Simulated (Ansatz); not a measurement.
# CdTe (CsCl type): Wannier functions and tight-binding models

Where do the localised orbitals of CdTe (CsCl type) sit, how far are they spread, and how do the settings change that? The runs, in order: PBE, anion s p, 4×4×4; PBE, anion s p, 6×6×6; PBE, anion p, 4×4×4; PBE, all s p, disentangled, 4×4×4; PBE, metal d and anion p, 4×4×4; PBE, metal d, 4×4×4; r2SCAN, anion s p, 4×4×4; r2SCAN, metal d and anion p, 4×4×4; r2SCAN, metal d, 4×4×4 (level, trial orbitals, Wannier mesh).

Program: Ansatz 0.2.0. Level of theory: plane waves, PAW. These are calculated values, not measurements.

2 further runs of the same task are left out: 2 that didn't finish.

**1. The system as given**

Symmetry: Pm-3m, No. 221, cubic system. The conventional cell has a = 3.761 Å, b = 3.761 Å, c = 3.761 Å, α = 90.00°, β = 90.00°, γ = 90.00°. Cd (site symmetry m-3m) has 8 Te at 3.26 Å as nearest neighbours. Te (site symmetry m-3m) has 8 Cd at 3.26 Å as nearest neighbours.

As a file:

```
Cd Te
1.0
     3.76108    0.00000    0.00000
     0.00000    3.76108    0.00000
     0.00000    0.00000    3.76108
Cd Te
1 1
Direct
  0.00000 0.00000 0.00000
  0.50000 0.50000 0.50000
```

Cell and atoms come from an earlier r2SCAN relaxation. No run includes spin-orbit coupling, which matters for Te.

**2. PBE, anion s p, 4×4×4**

input.yaml

```yaml
crystal:
  lattice:
    - [3.7610754505, 0.0, 0.0]
    - [0.0, 3.7610754505, 0.0]
    - [0.0, 0.0, 3.7610754505]
  atoms:
    - { symbol: Cd, position: [0.0, 0.0, 0.0] }
    - { symbol: Te, position: [0.5, 0.5, 0.5] }
kpoints:
  mp_grid: { grid: [6, 6, 6] }
  band_path:
    path:
      - [[0.0, 0.0, 0.0], [-9.008822214751e-53, 0.5, -8.376299919453e-70], [0.5, 0.5, -1.706896488999e-35], [0.0, 0.0, 0.0], [0.5, 0.5, 0.5], [-9.008822214751e-53, 0.5, -8.376299919453e-70]]
      - [[0.5, 0.5, 0.5], [0.5, 0.5, -1.706896488999e-35]]
    npoints: 10
hamiltonian:
  xc: pbe
scf:
  occupations: { method: fermi_dirac, width: 0.02 }
  n_extra_bands: 6
output:
  forces: false
  stress: false
  eigenvalues: true
  wannier:
    kmesh: [4, 4, 4]
    projections: [{ species: Te, l: s, shell: 5 }, { species: Te, l: p, shell: 5 }]
    minimise: true
    write_hr: true
    conv_tol: 1.0e-08
    max_iter: 3000
```

On the command line:

```console
$ ansatz run input.yaml --threads 4 --pin off --max-ram 3686MiB --backend cpu --events-out ev --progress --plain --runs-dir out
```

Output, cut to the lines that bear on the results:

```text
Warning: RAYON_NUM_THREADS=4 ignored (pool sized by the plan → 4); use --threads N
scf.n_extra_bands = 6 over 18 filled bands (N_el = 36.0): the run solves 24 bands
[...]
Pseudopotentials: kind: paw
Pseudopotential: Cd, paw, valence charge 20, recommended cutoff 420 eV (normal), Cd.paw.azcp
Pseudopotential: Te, paw, valence charge 16, recommended cutoff 420 eV (normal), Te.paw.azcp
Functional definition: PBE
[...]
Crystal: 2 atoms, lattice volume = 53.203 Å³
Basis set: ecut = 420 eV, 1021 PW (Γ)
Bands: 24, of which v1, the nominal top of the filled ones, is band 18 counted from 1 (17 counted from 0)
Symmetry: 48 space group operations
Space group: Pm-3m (ITA 221), of the structure as read, at distance tolerance 3.8e-5 Å
k-points: 20 of 216
[...]
NSCF: frozen V_eff on 13 k-points
the Wannier pass solved 13 of the 64 points of its mesh, and has the states at the others by symmetry: states obtained by the crystal's operations at points that were solved too leave a residual of 3.67e-13 eV (read by the count's bands and the next), within 4.17e-6 eV
SCF converged after 6 iterations
Free energy (F): -15234.299579 eV
[...]
E sigma→0 (E₀):  -15234.298413 eV
Entropy (-TS):   -0.002332 eV (-1.166 meV/atom)
Fermi energy:    11.529895 eV
[...]
--- Band table (eV; the first three rows and the last of 20) ---
[... band rows left out ...]
[...]
Wannier search: line search 1 of at most 3000: gauge-dependent spread (as the search counts it) 2.1841751 Å², largest recent change 1.4e-1 Å² and fall left 1.6e-4 Å² against conv_tol 1.0e-8 Å², 0 stops escaped
```

It took 2.8 s on 4 threads of Arm Neoverse N1, shared host; peak memory 0.31 GiB.

wannier.win, as written (k points left out):

```
! ansatz wannier90 interface
! projections by site (counted from 0) and shell: 1 5S, 1 5P
! states of the run's bands (counted from 1): 10-10, combinations of 16-19
! their least projectability: 0.7711
num_bands = 4
num_wann  = 4
num_iter  = 2000
conv_tol = 1e-8
conv_window = 5
guiding_centres = true
write_hr = true

begin unit_cell_cart
Ang
  3.7610754505  0.0  0.0
  0.0  3.7610754505  0.0
  0.0  0.0  3.7610754505
end unit_cell_cart

begin atoms_frac
Cd  0.0  0.0  0.0
Te  0.5  0.5  0.5
end atoms_frac

mp_grid = 4 4 4
```

wannier.win names the bands that the functions span: 10, combinations of 16-19 (counted from 1; 18 are filled by count, though the bands overlap). Combinations are drawn from entangled bands, so such a model needn't follow any one band.

The head of wannier.spreads.toml:

```toml
omega_i_ang2 = 9.235210851989926
omega_d_ang2 = 0.0058952520020913194
omega_od_ang2 = 1.3449211792386597
omega_total_ang2 = 10.586027283230678
least_projectability = 0.7711259322957905
b_vectors_match_mmn = true
n_iter = 38
converged = true
rejected_fitted_steps = 0
```

The functions (centres in Å, on-site energies from the highest level of the last filled band):

| n | x | y | z | spread (Å²) | on-site (eV) | nearest atoms | distance (Å) |
| --- | --- | --- | --- | --- | --- | --- | --- |
| 1 | 1.544 | 1.544 | 1.544 | 2.559 | -5.603 | Te2 | 0.58 |
| 2 | 1.791 | 1.791 | 2.414 | 2.676 | -4.924 | Te2 | 0.55 |
| 3 | 2.414 | 1.791 | 1.791 | 2.676 | -4.924 | Te2 | 0.55 |
| 4 | 1.791 | 2.414 | 1.791 | 2.676 | -4.923 | Te2 | 0.55 |

The largest hoppings ⟨m, 0|H|n, R⟩, one of each Hermitian pair (signs follow the phases of the functions):

| m | n | R | distance (Å) | t (eV) |
| --- | --- | --- | --- | --- |
| 1 | 2 | 0 0 0 | 0.94 | -2.287 |
| 1 | 3 | 0 0 0 | 0.94 | -2.287 |
| 1 | 4 | 0 0 0 | 0.94 | -2.287 |
| 2 | 3 | 0 0 0 | 0.88 | -1.976 |
| 2 | 4 | 0 0 0 | 0.88 | -1.976 |
| 3 | 4 | 0 0 0 | 0.88 | -1.976 |
| 4 | 4 | 0 1 0 | 3.76 | 0.779 |
| 3 | 3 | 1 0 0 | 3.76 | 0.779 |

Interpolated bands at the corners of the path, eV from the highest level of the last filled band:

| point | e1 | e2 | e3 | e4 |
| --- | --- | --- | --- | --- |
| Γ | -12.76 | -1.46 | -1.46 | -1.46 |
| X | -11.75 | -6.41 | -0.09 | -0.09 |
| M | -11.33 | -4.78 | -4.78 | 0.19 |
| Γ | -12.76 | -1.46 | -1.46 | -1.46 |
| R | -10.25 | -2.74 | -2.74 | -2.74 |
| X | -11.75 | -6.41 | -0.09 | -0.09 |
| R | -10.25 | -2.74 | -2.74 | -2.74 |
| M | -11.33 | -4.78 | -4.78 | 0.19 |

Along the path each interpolated band stays within 0.03, 0.60, 0.25, 0.10 eV of the nearest computed level, from the lowest band up.

**3. PBE, anion s p, 6×6×6**

input.yaml: that of step 2 with these lines changed.

```diff
@@ -25,3 +25,3 @@
   wannier:
-    kmesh: [4, 4, 4]
+    kmesh: [6, 6, 6]
     projections: [{ species: Te, l: s, shell: 5 }, { species: Te, l: p, shell: 5 }]
```

On the command line:

```console
$ ansatz run input.yaml --threads 4 --pin off --max-ram 3686MiB --backend cpu --events-out ev --progress --plain --runs-dir out
```

Output, cut to the lines that bear on the results:

```text
Warning: RAYON_NUM_THREADS=4 ignored (pool sized by the plan → 4); use --threads N
scf.n_extra_bands = 6 over 18 filled bands (N_el = 36.0): the run solves 24 bands
[...]
[... 4 set-up lines as earlier in the session ...]
[...]
Crystal: 2 atoms, lattice volume = 53.203 Å³
Basis set: ecut = 420 eV, 1021 PW (Γ)
Bands: 24, of which v1, the nominal top of the filled ones, is band 18 counted from 1 (17 counted from 0)
[... 2 set-up lines as earlier in the session ...]
k-points: 20 of 216
[...]
WARN: eigensolver did not converge (k=14): 1 band(s) unlocked after 20 sweeps at ethr=1.51e-12 eV (storage-precision floor; scheduled 1.00e-12 eV) (lowest unlocked band 23, counted from 0; max residual 7.16e-6 eV among the unlocked bands, 7.16e-6 eV over every band; other slots of this [...]
WARN: eigensolver did not converge in 3 slots of this pass, the one above among them; of largest residual over every band (k=14): 1 band(s) unlocked (lowest unlocked band 23, counted from 0; max residual 7.16e-6 eV among the unlocked bands, 7.16e-6 eV over every band); of lowest unlocked [...]
NSCF: frozen V_eff on 23 k-points
the Wannier pass solved 23 of the 216 points of its mesh, and has the states at the others by symmetry: states obtained by the crystal's operations at points that were solved too leave a residual of 3.31e-13 eV (read by the count's bands and the next), within 4.76e-6 eV
SCF converged after 6 iterations
Free energy (F): -15234.299579 eV
[...]
E sigma→0 (E₀):  -15234.298413 eV
Entropy (-TS):   -0.002332 eV (-1.166 meV/atom)
Fermi energy:    11.529895 eV
[...]
--- Band table (eV; the first three rows and the last of 20) ---
[... band rows left out ...]
[...]
Wannier search: line search 1 of at most 3000: gauge-dependent spread (as the search counts it) 2.3192749 Å², largest recent change 2.5e-1 Å² and fall left 9.1e-4 Å² against conv_tol 1.0e-8 Å², 0 stops escaped
```

Run time: 4 s. Hardware: 4 threads of Arm Neoverse N1, shared host; peak memory 0.38 GiB.

The eigensolver's warning concerns residuals under 0.0001 eV, too small to move the results.

wannier.win names the bands that the functions span: 10, combinations of 16-19 (counted from 1; 18 are filled by count, though the bands overlap). Combinations are drawn from entangled bands, so such a model needn't follow any one band.

The head of wannier.spreads.toml:

```toml
omega_i_ang2 = 10.67831494812225
omega_d_ang2 = 0.0066334509561205126
omega_od_ang2 = 1.42497289642472
omega_total_ang2 = 12.10992129550309
least_projectability = 0.7711259322844933
b_vectors_match_mmn = true
n_iter = 45
converged = true
rejected_fitted_steps = 0
```

The functions (centres in Å, on-site energies from the highest level of the last filled band):

| n | x | y | z | spread (Å²) | on-site (eV) | nearest atoms | distance (Å) |
| --- | --- | --- | --- | --- | --- | --- | --- |
| 1 | 1.556 | 1.557 | 1.556 | 2.930 | -5.545 | Te2 | 0.56 |
| 2 | 1.791 | 1.791 | 2.392 | 3.060 | -4.976 | Te2 | 0.53 |
| 3 | 2.392 | 1.791 | 1.791 | 3.060 | -4.977 | Te2 | 0.53 |
| 4 | 1.791 | 2.392 | 1.791 | 3.060 | -4.976 | Te2 | 0.53 |

Along the path each interpolated band stays within 0.01, 0.46, 0.12, 0.01 eV of the nearest computed level, from the lowest band up.

**4. PBE, anion p, 4×4×4**

input.yaml: that of step 3 with these lines changed.

```diff
@@ -25,4 +25,4 @@
   wannier:
-    kmesh: [6, 6, 6]
-    projections: [{ species: Te, l: s, shell: 5 }, { species: Te, l: p, shell: 5 }]
+    kmesh: [4, 4, 4]
+    projections: [{ species: Te, l: p, shell: 5 }]
     minimise: true
```

On the command line:

```console
$ ansatz run input.yaml --threads 4 --pin off --max-ram 3686MiB --backend cpu --events-out ev --progress --plain --runs-dir out
```

Output, cut to the lines that bear on the results:

```text
Warning: RAYON_NUM_THREADS=4 ignored (pool sized by the plan → 4); use --threads N
scf.n_extra_bands = 6 over 18 filled bands (N_el = 36.0): the run solves 24 bands
[...]
[... 4 set-up lines as earlier in the session ...]
[...]
Crystal: 2 atoms, lattice volume = 53.203 Å³
[...]
SCF converged after 6 iterations
Free energy (F): -15234.299579 eV
[...]
E sigma→0 (E₀):  -15234.298413 eV
Entropy (-TS):   -0.002332 eV (-1.166 meV/atom)
Fermi energy:    11.529895 eV
[...]
--- Band table (eV; the first three rows and the last of 20) ---
[... band rows left out ...]
[...]
Wannier search: line search 1 of at most 3000: gauge-dependent spread (as the search counts it) 0.0843400 Å², largest recent change 2.8e-17 Å² and fall left 8.9e-23 Å² against conv_tol 1.0e-8 Å², 0 stops escaped
```

It took 2.7 s on 4 threads of Arm Neoverse N1, shared host; peak memory 0.31 GiB.

wannier.win, as written (k points left out):

```
! ansatz wannier90 interface
! projections by site (counted from 0) and shell: 1 5P
! states of the run's bands (counted from 1): combinations of 16-19
! their least projectability: 0.7083
num_bands = 3
num_wann  = 3
num_iter  = 2000
conv_tol = 1e-8
conv_window = 5
guiding_centres = true
write_hr = true

begin unit_cell_cart
Ang
  3.7610754505  0.0  0.0
  0.0  3.7610754505  0.0
  0.0  0.0  3.7610754505
end unit_cell_cart

begin atoms_frac
Cd  0.0  0.0  0.0
Te  0.5  0.5  0.5
end atoms_frac

mp_grid = 4 4 4
```

wannier.win names the bands that the functions span: combinations of 16-19 (counted from 1; 18 are filled by count, though the bands overlap). Combinations are drawn from entangled bands, so such a model needn't follow any one band.

The head of wannier.spreads.toml:

```toml
omega_i_ang2 = 9.520782608133196
omega_d_ang2 = 0.00000000000000000000017656037789026097
omega_od_ang2 = 0.08433995316530386
omega_total_ang2 = 9.605122561298499
least_projectability = 0.7083391824787277
b_vectors_match_mmn = true
n_iter = 5
converged = true
rejected_fitted_steps = 0
```

The functions (centres in Å, on-site energies from the highest level of the last filled band):

| n | x | y | z | spread (Å²) | on-site (eV) | nearest atoms | distance (Å) |
| --- | --- | --- | --- | --- | --- | --- | --- |
| 1 | 1.881 | 1.881 | 1.881 | 3.202 | -2.921 | Te2 | 0.00 |
| 2 | 1.881 | 1.881 | 1.881 | 3.202 | -2.921 | Te2 | 0.00 |
| 3 | 1.881 | 1.881 | 1.881 | 3.202 | -2.921 | Te2 | 0.00 |

The largest hoppings ⟨m, 0|H|n, R⟩, one of each Hermitian pair (signs follow the phases of the functions):

| m | n | R | distance (Å) | t (eV) |
| --- | --- | --- | --- | --- |
| 1 | 1 | 0 0 1 | 3.76 | 1.129 |
| 2 | 2 | 1 0 0 | 3.76 | 1.129 |
| 3 | 3 | 0 1 0 | 3.76 | 1.129 |
| 2 | 2 | 0 1 0 | 3.76 | -0.372 |
| 3 | 3 | 0 0 1 | 3.76 | -0.372 |
| 3 | 3 | 1 0 0 | 3.76 | -0.372 |
| 2 | 2 | 0 0 1 | 3.76 | -0.372 |
| 1 | 1 | 1 0 0 | 3.76 | -0.372 |
| 1 | 1 | 0 1 0 | 3.76 | -0.372 |
| 2 | 3 | 1 -1 0 | 5.32 | -0.134 |
| 3 | 2 | 1 -1 0 | 5.32 | -0.134 |
| 1 | 2 | 1 0 -1 | 5.32 | -0.134 |
| 2 | 1 | 1 0 -1 | 5.32 | -0.134 |
| 1 | 3 | 0 1 -1 | 5.32 | -0.134 |

Interpolated bands at the corners of the path, eV from the highest level of the last filled band:

| point | e1 | e2 | e3 |
| --- | --- | --- | --- |
| Γ | -1.46 | -1.46 | -1.46 |
| X | -6.41 | -0.09 | -0.09 |
| M | -4.78 | -4.78 | 0.19 |
| Γ | -1.46 | -1.46 | -1.46 |
| R | -2.74 | -2.74 | -2.74 |
| X | -6.41 | -0.09 | -0.09 |
| R | -2.74 | -2.74 | -2.74 |
| M | -4.78 | -4.78 | 0.19 |

Along the path each interpolated band stays within 0.64, 0.27, 0.08 eV of the nearest computed level, from the lowest band up.

(Part 1 of 3 ends here.)
